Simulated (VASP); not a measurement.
# CaSe (Fm-3m) in VASP: further runs, part 2 of 2

VASP 6.6.1. The steps go on from the part before.

### Step 3. Electric field gradients, PBE (volume scaled by 1.05)

Input file INCAR:

```
SYSTEM = CaSe
PREC = Accurate
ENCUT = 520
EDIFF = 1E-8
ISMEAR = -1
SIGMA = 0.01
LREAL = .False.
LASPH = .True.
NELM = 80
ALGO = Normal
ISIF = 2
LWAVE = .False.
LCHARG = .False.
GGA = PE
LEFG = .True.
NBANDS = 15
```

Input file KPOINTS:

```
regular mesh
0
Gamma
  7 7 7
  0 0 0
```

Input file POSCAR:

```
CaSe
1.0
    0.0000000000      3.0044676307      3.0044676307
    3.0044676307      0.0000000000      3.0044676307
    3.0044676307      3.0044676307      0.0000000000
Ca Se
1 1
Direct
    0.0000000000      0.0000000000      0.0000000000
    0.5000000000      0.5000000000      0.5000000000
```

Potentials or basis: VASP PAW PBE potentials, release 64 (Ca_sv, Se).

The run is started by

```console
$ cat potpaw_PBE.64/Ca_sv/POTCAR potpaw_PBE.64/Se/POTCAR > POTCAR
$ mpirun -np 1 vasp_std > vasp.out
```

OUTCAR:

```text
SYSTEM = CaSe
   PREC = Accurate
   ENCUT = 520
   EDIFF = 1E-8
   ISMEAR = -1
   LREAL = .False.
   LASPH = .True.
   NELM = 80
   ISIF = 2
   GGA = PE

 ion  position               nearest neighbor table
   1  0.000  0.000  0.000-
   2  0.500  0.500  0.500-

  LATTYP: Found a face centered cubic cell.
 ALAT       =     6.0089352614

  Lattice vectors:

 A1 = (   0.0000000000,   3.0044676307,   3.0044676307)
 A2 = (   3.0044676307,   0.0000000000,   3.0044676307)
 A3 = (   3.0044676307,   3.0044676307,   0.0000000000)

Analysis of symmetry for initial positions (statically):
=====================================================================
 Subroutine PRICEL returns:
 Original cell was already a primitive cell.

 Routine SETGRP: Setting up the symmetry group for a
 face centered cubic supercell.

 Subroutine GETGRP returns: Found 48 space group operations
 (whereof 48 operations were pure point group operations)
 out of a pool of 48 trial point group operations.

The static configuration has the point symmetry O_h .

Analysis of symmetry for dynamics (positions and initial velocities):
=====================================================================
 Subroutine PRICEL returns:
 Original cell was already a primitive cell.

 Routine SETGRP: Setting up the symmetry group for a
 face centered cubic supercell.

 Subroutine GETGRP returns: Found 48 space group operations
 (whereof 48 operations were pure point group operations)
 out of a pool of 48 trial point group operations.

The dynamic configuration has the point symmetry O_h .

 Subroutine INISYM returns: Found 48 space group operations
 (whereof 48 operations are pure point group operations),
 and found     1 'primitive' translations

----------------------------------------------------------------------------------------

                                     Primitive cell

  volume of cell :      54.2416

  direct lattice vectors                    reciprocal lattice vectors
     0.000000000  3.004467631  3.004467631    -0.166418834  0.166418834  0.166418834
     3.004467631  0.000000000  3.004467631     0.166418834 -0.166418834  0.166418834
     3.004467631  3.004467631  0.000000000     0.166418834  0.166418834 -0.166418834

  length of vectors
     4.248958871  4.248958871  4.248958871     0.288245876  0.288245876  0.288245876

  position of ions in fractional coordinates (direct lattice)
     0.000000000  0.000000000  0.000000000
     0.500000000  0.500000000  0.500000000

  ion indices of the primitive-cell ions
   primitive index   ion index
                 1           1
                 2           2

----------------------------------------------------------------------------------------

 KPOINTS: regular mesh

Automatic generation of k-mesh.
 Grid dimensions read from file:
 generate k-points for:    7    7    7

 Generating k-lattice:

  Cartesian coordinates                     Fractional coordinates (reciprocal lattice)
[... 73 lines left out ...]
   IMIX   =      4    mixing-type and parameters
     AMIX     =   0.40;   BMIX     =  1.00
     AMIX_MAG =   1.60;   BMIX_MAG =  1.00
  volume/ion in A,a.u.               =      27.12       183.02
  Fermi-wavevector in a.u.,A,eV,Ry     =   1.089776  2.059378 16.158443  1.187612
  Thomas-Fermi vector in A             =   2.225987
   LORBIT       =      0    0 simple, 1 ext, 2 COOP (PROOUT), +10 PAW based schemes
   GGA     = PE    functional components
   LHFCALC =     F    Hartree Fock is set to
   AEXX    =    0.0000 exact exchange contribution
   IVDW    =     0    specifies the selected vdW correction
   LEPSILON=     F    determine dielectric tensor
   LRPA    =     F    only Hartree local field effects (RPA)
 non-spin polarized calculation
  energy-cutoff  :      520.00
  volume of cell :       54.24
 maximum number of plane-waves:      1472
   NGX = 15   NGY = 15   NGZ = 15

 number of electron      15.9999999 magnetization

 Free energy of the ion-electron system (eV)
  ---------------------------------------------------
  ext. energy  EPLUGINS =         0.00000000
  ---------------------------------------------------
  free energy    TOTEN  =        -9.48220055 eV

  energy without entropy =       -9.48220055  energy(sigma->0) =       -9.48220055

 E-fermi :   2.3648     XC(G=0):  -8.9579

 val. band max:        2.1293484746   @ k =   0.0000   0.0000   0.0000
 cond. band min:       4.3169555212   @ k =   0.4286   0.4286   0.0000
 fundamental gap:      2.1876070466
 Fermi energy:         2.3647522092

 k-point     1 :       0.0000    0.0000    0.0000
  band No.  band energies     occupation
      1     -37.7671      2.00000
      2     -18.7525      2.00000
      3     -18.7525      2.00000
      4     -18.7525      2.00000
      5      -9.5113      2.00000
      6       2.1293      2.00000
      7       2.1293      2.00000
      8       2.1293      2.00000
      9       5.2243      0.00000
     10       5.8452      0.00000
     11       5.8452      0.00000
     12       5.8452      0.00000
     13       6.3687      0.00000
     14       6.3687      0.00000
[... 329 lines left out ...]
      2     -18.8024      2.00000
      3     -18.8019      2.00000
      4     -18.7766      2.00000
      5      -8.9112      2.00000
      6       0.1079      2.00000
      7       0.1551      2.00000
      8       0.8187      2.00000
      9       6.0856      0.00000
     10       6.9283      0.00000
     11       7.4290      0.00000
     12       7.7724      0.00000
     13       7.9506      0.00000
     14       9.7167      0.00000
     15      10.9581      0.00000

------------------------ aborting loop because EDIFF is reached ----------------------------------------

  FORCE on cell =-STRESS in cart. coord.  units (eV):
  Direction    XX          YY          ZZ          XY          YZ          ZX
  --------------------------------------------------------------------------------------
  -------------------------------------------------------------------------------------
  Total       -0.3412238     -0.3412238     -0.3412238      0.0000000     -0.0000000      0.0000000
  in kB      -10.0789984    -10.0789984    -10.0789984      0.0000000     -0.0000000      0.0000000
  external PRESSURE =     -10.0789984 kB  Pullay stress =       0.0000000 kB

 VOLUME and BASIS-vectors are now :
 -----------------------------------------------------------------------------
  energy-cutoff  :      520.00
  volume of cell :       54.24
      direct lattice vectors                 reciprocal lattice vectors
     0.000000000  3.004467631  3.004467631    -0.166418834  0.166418834  0.166418834
     3.004467631  0.000000000  3.004467631     0.166418834 -0.166418834  0.166418834
     3.004467631  3.004467631  0.000000000     0.166418834  0.166418834 -0.166418834

 POSITION                                       TOTAL-FORCE (eV/Angst)
 -----------------------------------------------------------------------------------
      0.00000      0.00000      0.00000         0.000000      0.000000     -0.000000
      3.00447      3.00447      3.00447        -0.000000     -0.000000      0.000000
 -----------------------------------------------------------------------------------
    total drift:                                0.000000     -0.000000     -0.000000

  FREE ENERGIE OF THE ION-ELECTRON SYSTEM (eV)
  ---------------------------------------------------
  free  energy   TOTEN  =        -9.4822005533 eV

  energy  without entropy=       -9.4822005533  energy(sigma->0) =       -9.48220055

 Electric field gradients (V/A^2)
---------------------------------------------------------------------
 ion       V_xx      V_yy      V_zz      V_xy      V_xz      V_yz
---------------------------------------------------------------------
   1      -0.000    -0.000     0.000     0.001     0.001     0.001
   2      -0.000     0.000     0.000    -0.000    -0.000    -0.000
---------------------------------------------------------------------

 Electric field gradients after diagonalization (V/A^2)
 (convention: |V_zz| > |V_xx| > |V_yy|)
----------------------------------------------------------------------
 ion       V_xx      V_yy      V_zz     asymmetry (V_yy - V_xx)/ V_zz
----------------------------------------------------------------------
   1      -0.001    -0.001     0.001       0.000
   2       0.000     0.000    -0.000       0.000
----------------------------------------------------------------------

           NMR quadrupolar parameters

 Cq : quadrupolar parameter    Cq=e*Q*V_zz/h
 eta: asymmetry parameters     (V_yy - V_xx)/ V_zz
 Q  : nuclear electric quadrupole moment in mb (millibarn)
----------------------------------------------------------------------
 ion       Cq(MHz)       eta       Q (mb)
----------------------------------------------------------------------
   1       0.000       0.000       1.000
   2      -0.000       0.000       1.000
----------------------------------------------------------------------
```

OSZICAR:

```text
N       E                     dE             d eps       ncg     rms          rms(c)
DAV:   1     0.102914552589E+03    0.10291E+03   -0.73076E+03   600   0.973E+02
DAV:   2    -0.504733577775E+01   -0.10796E+03   -0.10307E+03   768   0.243E+02
DAV:   3    -0.941209356135E+01   -0.43648E+01   -0.43260E+01   828   0.458E+01
DAV:   4    -0.962994347839E+01   -0.21785E+00   -0.21775E+00   835   0.849E+00
DAV:   5    -0.963129375527E+01   -0.13503E-02   -0.13502E-02   791   0.761E-01    0.427E+00
DAV:   6    -0.948321106593E+01    0.14808E+00   -0.20509E-01   712   0.235E+00    0.252E+00
DAV:   7    -0.947750941459E+01    0.57017E-02   -0.10240E-01   743   0.198E+00    0.835E-01
DAV:   8    -0.948196345617E+01   -0.44540E-02   -0.13316E-02   664   0.858E-01    0.124E-01
DAV:   9    -0.948204637224E+01   -0.82916E-04   -0.72346E-04   790   0.259E-01    0.512E-02
DAV:  10    -0.948218169570E+01   -0.13532E-03   -0.18670E-04   663   0.845E-02    0.149E-02
DAV:  11    -0.948220230608E+01   -0.20610E-04   -0.47618E-05   754   0.583E-02    0.121E-02
DAV:  12    -0.948220089049E+01    0.14156E-05   -0.28975E-06   692   0.116E-02    0.520E-03
DAV:  13    -0.948220047157E+01    0.41892E-06   -0.10846E-06   747   0.656E-03    0.118E-03
DAV:  14    -0.948220052346E+01   -0.51893E-07   -0.27611E-08   685   0.103E-03    0.682E-04
DAV:  15    -0.948220058688E+01   -0.63420E-07   -0.10485E-08   637   0.631E-04    0.467E-04
DAV:  16    -0.948220055782E+01    0.29059E-07   -0.13082E-09   342   0.283E-04    0.700E-05
DAV:  17    -0.948220055334E+01    0.44831E-08   -0.31126E-10   356   0.899E-05
   1 F= -.94822006E+01 E0= -.94822006E+01  d E =-.256615E-12
```

stdout:

```text
POSCAR found type information on POSCAR CaSe
 POSCAR found :  2 types and       2 ions
 scaLAPACK will be used
 LDA part: xc-table for (Slater+PW92), standard interpolation
 POSCAR, INCAR and KPOINTS ok, starting setup
 FFT: planning ... GRIDC
 FFT: planning ... GRID_SOFT
 FFT: planning ... GRID
 WAVECAR not read
 entering main loop
ion   1

ion   2
```

It took 14 s on 1 thread of Intel Xeon Platinum 8375C at 2.90GHz (Ice Lake), shared host; peak memory 0.18 GiB.

What came out:

| Item | Value |
| --- | --- |
| Free energy | -9.4822 eV |
| Pressure | -1.0 GPa |
| Band gap on the k mesh | 2.19 eV, indirect (least direct gap 3.05 eV) |

Caveat: the cell differs from its parent crystal (volume scaled by 1.05); without QUAD_EFG the Cq values of the log hold for a quadrupole moment of 1 mb, not for the nuclei. A k mesh can miss the band edges.

### Step 4. Electric field gradients, LDA

This run uses another cell than the first one, of 25.83 Å³/atom, 0.952 times its volume.

Input file INCAR:

```
PREC     = Accurate       # precision mode
ENCUT    = 520            # plane-wave cutoff, eV
EDIFF    = 1E-8           # SCF threshold, eV
ISMEAR   = -1             # smearing method
SIGMA    = 0.01           # smearing width, eV
LREAL    = False          # projectors in reciprocal space
LASPH    = True           # aspherical terms in the spheres
NELM     = 100            # most SCF steps
ALGO     = Normal         # electronic algorithm
ISIF     = 2              # what is computed and relaxed
LWAVE    = False          # write WAVECAR
LCHARG   = False          # write CHGCAR
LEFG     = True         
NBANDS   = 15             # bands
```

Input file KPOINTS:

```
Automatic mesh
0
Gamma
  7 7 7
```

Input file POSCAR:

```
CaSe
1.0
    0.0000000000      2.9560000000      2.9560000000
    2.9560000000      0.0000000000      2.9560000000
    2.9560000000      2.9560000000      0.0000000000
Ca Se
1 1
Direct
    0.0000000000      0.0000000000      0.0000000000
    0.5000000000      0.5000000000      0.5000000000
```

Potentials or basis: VASP PAW LDA potentials, release 64 (Ca_sv, Se).

The run is started by

```console
$ cat potpaw_LDA.64/Ca_sv/POTCAR potpaw_LDA.64/Se/POTCAR > POTCAR
$ mpirun -np 1 vasp_std > vasp.out
```

OUTCAR:

```text
PREC = Accurate
   ENCUT = 520
   EDIFF = 1E-8
   ISMEAR = -1
   LREAL = False
   LASPH = True
   NELM = 100
   ISIF = 2

 ion  position               nearest neighbor table
   1  0.000  0.000  0.000-   2 2.96   2 2.96   2 2.96   2 2.96   2 2.96   2 2.96
   2  0.500  0.500  0.500-   1 2.96   1 2.96   1 2.96   1 2.96   1 2.96   1 2.96

  LATTYP: Found a face centered cubic cell.
 ALAT       =     5.9120000000

  Lattice vectors:

 A1 = (   0.0000000000,   2.9560000000,   2.9560000000)
 A2 = (   2.9560000000,   0.0000000000,   2.9560000000)
 A3 = (   2.9560000000,   2.9560000000,   0.0000000000)

Analysis of symmetry for initial positions (statically):
=====================================================================
 Subroutine PRICEL returns:
 Original cell was already a primitive cell.

 Routine SETGRP: Setting up the symmetry group for a
 face centered cubic supercell.

 Subroutine GETGRP returns: Found 48 space group operations
 (whereof 48 operations were pure point group operations)
[... 540 lines left out ...]
     0.000000000  2.956000000  2.956000000    -0.169147497  0.169147497  0.169147497
     2.956000000  0.000000000  2.956000000     0.169147497 -0.169147497  0.169147497
     2.956000000  2.956000000  0.000000000     0.169147497  0.169147497 -0.169147497

 POSITION                                       TOTAL-FORCE (eV/Angst)
 -----------------------------------------------------------------------------------
      0.00000      0.00000      0.00000        -0.000000      0.000000      0.000000
      2.95600      2.95600      2.95600         0.000000     -0.000000     -0.000000
 -----------------------------------------------------------------------------------
    total drift:                                0.000000     -0.000000     -0.000000

  FREE ENERGIE OF THE ION-ELECTRON SYSTEM (eV)
  ---------------------------------------------------
  free  energy   TOTEN  =       -10.5569673454 eV

  energy  without entropy=      -10.5569673454  energy(sigma->0) =      -10.55696735

 Electric field gradients (V/A^2)
---------------------------------------------------------------------
 ion       V_xx      V_yy      V_zz      V_xy      V_xz      V_yz
---------------------------------------------------------------------
   1      -0.000     0.000     0.000     0.000     0.000     0.000
   2      -0.000     0.000    -0.000     0.000     0.000     0.000
---------------------------------------------------------------------

 Electric field gradients after diagonalization (V/A^2)
 (convention: |V_zz| > |V_xx| > |V_yy|)
----------------------------------------------------------------------
 ion       V_xx      V_yy      V_zz     asymmetry (V_yy - V_xx)/ V_zz
----------------------------------------------------------------------
   1      -0.000    -0.000     0.000       0.000
   2      -0.000    -0.000     0.001       0.000
----------------------------------------------------------------------

           NMR quadrupolar parameters

 Cq : quadrupolar parameter    Cq=e*Q*V_zz/h
 eta: asymmetry parameters     (V_yy - V_xx)/ V_zz
 Q  : nuclear electric quadrupole moment in mb (millibarn)
----------------------------------------------------------------------
 ion       Cq(MHz)       eta       Q (mb)
----------------------------------------------------------------------
   1       0.000       0.000       1.000
   2       0.000       0.000       1.000
----------------------------------------------------------------------
```

Run time: 14 s. Hardware: 1 thread of Intel Xeon Platinum 8259CL at 2.50GHz (Skylake/Cascade Lake), shared host; peak memory 0.16 GiB.

Results:

```yaml
Free_energy: -10.5570 eV
Pressure: -2.9 GPa
Band_gap_on_the_k_mesh: 1.92 eV, indirect (least direct gap 2.84 eV)
```

Levels at points of the mesh, in eV from the valence-band top:
| k point | band 4 | band 5 | band 6 | band 7 | band 8 | band 9 | band 10 | band 11 | band 12 | band 13 |
| --- | --- | --- | --- | --- | --- | --- | --- | --- | --- | --- |
| (0.00, 0.00, 0.00) | -20.56 | -11.84 | 0.00 | 0.00 | 0.00 | 3.11 | 3.54 | 3.54 | 3.54 | 4.16 |

Caveat: without QUAD_EFG the Cq values of the log hold for a quadrupole moment of 1 mb, not for the nuclei.

### Step 5. Against experiment

Step 4. A measured gap of CaSe is 3.85 eV (indirect; 2 K; a printed reference work, monograph, original work of 1988); the calculated 1.92 eV misses it by -1.93 eV. So large a miss can be the level of theory's own, or it may mean another phase, state or a wrong row. Spin-orbit coupling on Se is left out. The value is that of LDA on a finite k mesh, which can miss the band edges, without temperature or zero-point motion. Semilocal functionals fall short of measured gaps as a rule.
